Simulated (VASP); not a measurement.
# MnS (F-43m) in VASP: single point with PBE+U

Aim: the single point of MnS with PBE+U.

Everything below comes from runs of VASP 6.6.1. Logs are shortened: lines on timing, memory, paths and dates and some standing lists are left out, and cuts for length are marked.

**1. The structure**

The structure is cubic, space group F-43m (No. 216). Conventional cell: a = 5.681 Å, b = 5.681 Å, c = 5.681 Å, α = 90.00°, β = 90.00°, γ = 90.00°. Around Mn (site symmetry -43m) lie 4 S at 2.46 Å. S (site symmetry -43m) is surrounded by 4 Mn at 2.46 Å.

The cell was built by a generator and needn't be a form met in nature.

**2. Single point, PBE+U, collinear spin, typed start**

INCAR reads:

```
SYSTEM = MnS
  ALGO = Normal
  EDIFF = 1E-7
  ENCUT = 520
  GGA = PE
  ISIF = 2
  ISMEAR = -1
  ISPIN = 2
  LASPH = .TRUE.
  LCHARG = .FALSE.
  LDAU = .TRUE.
  LDAUJ = 0 0
  LDAUL = 2 -1
  LDAUPRINT = 1
  LDAUTYPE = 2
  LDAUU = 6.09 0
  LMAXMIX = 4
  LORBIT = 11
  LREAL = .FALSE.
  LWAVE = .FALSE.
  MAGMOM = 5 0
  NBANDS = 20
  NELM = 150
  PREC = Accurate
  SIGMA = 0.1
```

KPOINTS reads:

```
k-points
0
G
  7 7 7
  0 0 0
```

POSCAR reads:

```
MnS
1.0
    0.0000000000      2.8404420700      2.8404420700
    2.8404420700      0.0000000000      2.8404420700
    2.8404420700      2.8404420700      0.0000000000
Mn S
1 1
Direct
    0.0000000000      0.0000000000      0.0000000000
    0.2500000000      0.2500000000      0.2500000000
```

Potentials or basis: VASP PAW PBE potentials, release 64 (Mn_pv, S).

Run with:

```
> cat potpaw_PBE.64/Mn_pv/POTCAR potpaw_PBE.64/S/POTCAR > POTCAR
> mpirun -np 1 vasp_std > vasp.out
```

OUTCAR:

```text
SYSTEM = MnS
   EDIFF = 1E-7
   ENCUT = 520
   GGA = PE
   ISIF = 2
   ISMEAR = -1
   ISPIN = 2
   LASPH = .TRUE.
   LORBIT = 11
   LREAL = .FALSE.
   NELM = 150
   PREC = Accurate

 ion  position               nearest neighbor table
   1  0.000  0.000  0.000-   2 2.46   2 2.46   2 2.46   2 2.46
   2  0.250  0.250  0.250-   1 2.46   1 2.46   1 2.46   1 2.46

  LATTYP: Found a face centered cubic cell.
 ALAT       =     5.6808841400

  Lattice vectors:

 A1 = (   0.0000000000,   2.8404420700,   2.8404420700)
 A2 = (   2.8404420700,   0.0000000000,   2.8404420700)
 A3 = (   2.8404420700,   2.8404420700,   0.0000000000)

Analysis of symmetry for initial positions (statically):
=====================================================================
 Subroutine PRICEL returns:
 Original cell was already a primitive cell.

 Routine SETGRP: Setting up the symmetry group for a
 face centered cubic supercell.

 Subroutine GETGRP returns: Found 24 space group operations
 (whereof 24 operations were pure point group operations)
 out of a pool of 48 trial point group operations.

The static configuration has the point symmetry T_d .

Analysis of symmetry for dynamics (positions and initial velocities):
=====================================================================
 Subroutine PRICEL returns:
 Original cell was already a primitive cell.

 Routine SETGRP: Setting up the symmetry group for a
 face centered cubic supercell.

 Subroutine GETGRP returns: Found 24 space group operations
 (whereof 24 operations were pure point group operations)
 out of a pool of 48 trial point group operations.

The dynamic configuration has the point symmetry T_d .

Analysis of structural, dynamic, and magnetic symmetry:
=====================================================================
 Subroutine PRICEL returns:
 Original cell was already a primitive cell.

 Routine SETGRP: Setting up the symmetry group for a
 face centered cubic supercell.

 Subroutine GETGRP returns: Found 24 space group operations
 (whereof 24 operations were pure point group operations)
 out of a pool of 48 trial point group operations.

The overall configuration has the point symmetry T_d .

 Subroutine INISYM returns: Found 24 space group operations
 (whereof 24 operations are pure point group operations),
 and found     1 'primitive' translations

----------------------------------------------------------------------------------------

                                     Primitive cell

  volume of cell :      45.8340

  direct lattice vectors                    reciprocal lattice vectors
     0.000000000  2.840442070  2.840442070    -0.176028938  0.176028938  0.176028938
     2.840442070  0.000000000  2.840442070     0.176028938 -0.176028938  0.176028938
     2.840442070  2.840442070  0.000000000     0.176028938  0.176028938 -0.176028938

  length of vectors
     4.016991699  4.016991699  4.016991699     0.304891064  0.304891064  0.304891064

  position of ions in fractional coordinates (direct lattice)
     0.000000000  0.000000000  0.000000000
     0.250000000  0.250000000  0.250000000

  ion indices of the primitive-cell ions
   primitive index   ion index
                 1           1
                 2           2

----------------------------------------------------------------------------------------

 KPOINTS: k-points

Automatic generation of k-mesh.
 Grid dimensions read from file:
 generate k-points for:    7    7    7

 Generating k-lattice:

[... 63 lines left out ...]
   ISYM   =      2    0-nonsym 1-usesym 2-fastsym
   POTIM  = 0.5000    time-step for ionic-motion
   TEBEG  =    0.0;   TEEND  =   0.0 temperature during run
   PSTRESS=    0.0 pullay stress
   NELECT =      19.0000    total number of electrons
   NUPDOWN=      -1.0000    fix difference up-down
   EMIN   =  10.00;   EMAX   =-10.00  energy-range for DOS
   EFERMI =   0.00;   METHOD = LEGACY
   ISMEAR =    -1;   SIGMA  =   0.10  broadening in eV -4-tet -1-fermi 0-gaus
   EFERMI_NEDOS =   21; number of points for ismear=-14 and -15
   IALGO  =     38    algorithm
   IMIX   =      4    mixing-type and parameters
     AMIX     =   0.40;   BMIX     =  1.00
     AMIX_MAG =   1.60;   BMIX_MAG =  1.00
  volume/ion in A,a.u.               =      22.92       154.65
  Fermi-wavevector in a.u.,A,eV,Ry     =   1.220666  2.306724 20.273020  1.490025
  Thomas-Fermi vector in A             =   2.355875
   LORBIT       =     11    0 simple, 1 ext, 2 COOP (PROOUT), +10 PAW based schemes
 LDA+U is selected, type is set to LDAUTYPE =  2
   angular momentum for each species LDAUL =     2   -1
   U (eV)           for each species LDAUU =   6.1  0.0
   J (eV)           for each species LDAUJ =   0.0  0.0
   GGA     = PE    functional components
   LHFCALC =     F    Hartree Fock is set to
   AEXX    =    0.0000 exact exchange contribution
   IVDW    =     0    specifies the selected vdW correction
   LEPSILON=     F    determine dielectric tensor
   LRPA    =     F    only Hartree local field effects (RPA)
 spin polarized calculation
  energy-cutoff  :      520.00
  volume of cell :       45.83
 maximum number of plane-waves:      1251
 NGX is ok and might be reduce to    30
   NGX = 15   NGY = 15   NGZ = 15

atom =   1  type =  1  l = 2

 onsite density matrix

spin component  1

  0.9485 -0.0000 -0.0000  0.0000 -0.0000
 -0.0000  0.9485  0.0000  0.0000  0.0000
 -0.0000  0.0000  0.9409  0.0000 -0.0000
  0.0000  0.0000  0.0000  0.9485 -0.0000
 -0.0000  0.0000 -0.0000 -0.0000  0.9409

spin component  2

  0.0438  0.0000 -0.0000  0.0000  0.0000
  0.0000  0.0438  0.0000  0.0000 -0.0000
 -0.0000  0.0000  0.0122 -0.0000 -0.0000
  0.0000  0.0000 -0.0000  0.0438 -0.0000
  0.0000 -0.0000 -0.0000 -0.0000  0.0122

 occupancies and eigenvectors

  o =  0.0122  v =  0.0000  0.0000  0.0000  0.0000  0.0000  0.0000 -0.0000  0.9989  0.0000  0.0470      0.0000  0.0000  0.0000  0.0000  0.0000  0.0000  0.0000  0.0000  0.0000  0.0000
  o =  0.0122  v =  0.0000  0.0000  0.0000  0.0000  0.0000  0.0000  0.0000 -0.0470  0.0000  0.9989      0.0000  0.0000  0.0000  0.0000  0.0000  0.0000  0.0000  0.0000  0.0000  0.0000
  o =  0.0438  v =  0.0000  0.0000  0.0000  0.0000  0.0000  1.0000  0.0000  0.0000  0.0000  0.0000      0.0000  0.0000  0.0000  0.0000  0.0000  0.0000  0.0000  0.0000  0.0000  0.0000
  o =  0.0438  v =  0.0000  0.0000  0.0000  0.0000  0.0000  0.0000  0.9991 -0.0000  0.0424 -0.0000      0.0000  0.0000  0.0000  0.0000  0.0000  0.0000  0.0000  0.0000  0.0000  0.0000
  o =  0.0438  v =  0.0000  0.0000  0.0000  0.0000  0.0000  0.0000  0.0424 -0.0000 -0.9991  0.0000      0.0000  0.0000  0.0000  0.0000  0.0000  0.0000  0.0000  0.0000  0.0000  0.0000
  o =  0.9409  v =  0.0000  0.0000  0.9813  0.0000  0.1926  0.0000  0.0000  0.0000  0.0000  0.0000      0.0000  0.0000  0.0000  0.0000  0.0000  0.0000  0.0000  0.0000  0.0000  0.0000
  o =  0.9409  v =  0.0000  0.0000 -0.1926 -0.0000  0.9813  0.0000  0.0000  0.0000  0.0000  0.0000      0.0000  0.0000  0.0000  0.0000  0.0000  0.0000  0.0000  0.0000  0.0000  0.0000
  o =  0.9485  v =  0.0000 -0.0087 -0.0000  1.0000  0.0000  0.0000  0.0000  0.0000  0.0000  0.0000      0.0000  0.0000  0.0000  0.0000  0.0000  0.0000  0.0000  0.0000  0.0000  0.0000
  o =  0.9485  v =  1.0000  0.0000  0.0000  0.0000  0.0000  0.0000  0.0000  0.0000  0.0000  0.0000      0.0000  0.0000  0.0000  0.0000  0.0000  0.0000  0.0000  0.0000  0.0000  0.0000
  o =  0.9485  v =  0.0000  1.0000 -0.0000  0.0087 -0.0000  0.0000  0.0000  0.0000  0.0000  0.0000      0.0000  0.0000  0.0000  0.0000  0.0000  0.0000  0.0000  0.0000  0.0000  0.0000

 number of electron      19.0000004 magnetization       4.9999993

 Free energy of the ion-electron system (eV)
  ---------------------------------------------------
  ext. energy  EPLUGINS =         0.00000000
  ---------------------------------------------------
  free energy    TOTEN  =       -12.50260284 eV

  energy without entropy =      -12.50259511  energy(sigma->0) =      -12.50259898

 E-fermi :   4.4031     XC(G=0):  -9.0844

 val. band max:        3.5482798780   @ k =   0.0000   0.0000   0.0000
 cond. band min:       5.0720726979   @ k =   0.0000   0.0000   0.0000
 fundamental gap:      1.5237928199
 Fermi energy:         4.4031144244

 spin component 1

 k-point     1 :       0.0000    0.0000    0.0000
  band No.  band energies     occupation
      1     -46.7615      1.00000
      2     -46.7615      1.00000
      3     -46.7615      1.00000
      4      -9.2923      1.00000
      5      -2.4632      1.00000
      6      -2.4632      1.00000
[... 436 lines left out ...]
      6      -2.0277      1.00000
[... 12 lines left out ...]
     19      17.5351      0.00000
     20      17.9989      0.00000
 Fermi energy:         4.4031144244

 spin component 2

 k-point     1 :       0.0000    0.0000    0.0000
  band No.  band energies     occupation
      1     -41.8197      1.00000
      2     -41.8197      1.00000
      3     -41.8197      1.00000
      4      -9.1271      1.00000
      5       1.5759      1.00000
      6       1.5759      1.00000
[... 449 lines left out ...]
     19      18.3372      0.00000
     20      18.5833      0.00000

------------------------ aborting loop because EDIFF is reached ----------------------------------------

  FORCE on cell =-STRESS in cart. coord.  units (eV):
  Direction    XX          YY          ZZ          XY          YZ          ZX
  --------------------------------------------------------------------------------------
  -------------------------------------------------------------------------------------
  Total        0.9987171      0.9987171      0.9987171      0.0000000     -0.0000000      0.0000000
  in kB       34.9112375     34.9112375     34.9112375      0.0000000     -0.0000000      0.0000000
  external PRESSURE =      34.9112375 kB  Pullay stress =       0.0000000 kB

 VOLUME and BASIS-vectors are now :
 -----------------------------------------------------------------------------
  energy-cutoff  :      520.00
  volume of cell :       45.83
      direct lattice vectors                 reciprocal lattice vectors
     0.000000000  2.840442070  2.840442070    -0.176028938  0.176028938  0.176028938
     2.840442070  0.000000000  2.840442070     0.176028938 -0.176028938  0.176028938
     2.840442070  2.840442070  0.000000000     0.176028938  0.176028938 -0.176028938

 POSITION                                       TOTAL-FORCE (eV/Angst)
 -----------------------------------------------------------------------------------
      0.00000      0.00000      0.00000        -0.000000     -0.000000      0.000000
      1.42022      1.42022      1.42022         0.000000      0.000000     -0.000000
 -----------------------------------------------------------------------------------
    total drift:                               -0.000001     -0.000001     -0.000001

  FREE ENERGIE OF THE ION-ELECTRON SYSTEM (eV)
  ---------------------------------------------------
  free  energy   TOTEN  =       -12.5026028435 eV

  energy  without entropy=      -12.5025951116  energy(sigma->0) =      -12.50259898

 total charge

# of ion       s       p       d       tot
------------------------------------------
    1        0.258   6.204   4.866  11.328
    2        1.312   2.484   0.000   3.796
--------------------------------------------------
tot          1.570   8.687   4.866  15.123

 magnetization (x)

# of ion       s       p       d       tot
------------------------------------------
    1        0.047   0.054   4.561   4.661
    2        0.004  -0.007   0.000  -0.002
--------------------------------------------------
tot          0.051   0.047   4.561   4.659
```

Wall time 44 s (1 thread of Intel Xeon Platinum 8259CL at 2.50GHz (Skylake/Cascade Lake), shared host); peak memory 0.19 GiB.

What came out:

```
Free energy                                           : -12.5026 eV
Pressure                                              : 3.5 GPa
Band gap on the k mesh                                : 1.52 eV, direct
Net moment                                            : 5.00 μB per cell
Site moments                                          : Mn +4.66; S -0.00 μB
Valence electrons inside the program's atomic spheres : Mn 11.33; S 3.80
```

Eigenvalues of the final occupation matrices:
```csv
site,spin,trace,eigenvalues
site 1 d,1,4.73,0.94 0.94 0.95 0.95 0.95
site 1 d,2,0.16,0.01 0.01 0.04 0.04 0.04
```

Caveat: an odd mesh through Γ misses points on the zone boundary, where band edges often lie; a cell with one magnetic atom can't hold antiferromagnetic order, which such compounds often take.
